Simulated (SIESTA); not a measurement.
The system is GaN.

```
CELL_PARAMETERS angstrom
3.18000 0.00000 0.00000
-1.59000 2.75396 0.00000
0.00000 0.00000 5.16600
ATOMIC_POSITIONS crystal
Ga 0.66667 0.33333 0.50000
Ga 0.33333 0.66667 0.00000
N 0.66667 0.33333 0.87500
N 0.33333 0.66667 0.37500
```

Base run:

- Program: SIESTA 5.4.2
- Functional: PW91
- Potentials or basis: PseudoDojo 0.4 standard (PBE files)
- Basis: DZP (energy shift 0.003 Ry; two zetas on semicore shells)
- Grid cutoff: 800 Ry
- Energy shift: 0.003 Ry
- k mesh: 10 × 10 × 5
- Occupations: fermi-dirac, width 0.05 eV
- Spin: no spin polarisation

Its results: band gap on the k mesh 2.05 eV, direct; pressure 9.7 GPa; largest force 0.126 eV/Å.

Question: The run is repeated on the same cell with these changes: functional from PW91 to revPBE. What comes out?

Answer: Band gap on the k mesh 2.14 eV, direct; pressure 13.1 GPa; largest force 0.135 eV/Å.

revPBE binds less tightly than PW91, so the same cell stands under more pressure.

Caveats: the potentials were made for another functional, which shifts forces and pressure; the basis of atomic orbitals isn't converged, which shifts pressures, moduli and gaps.
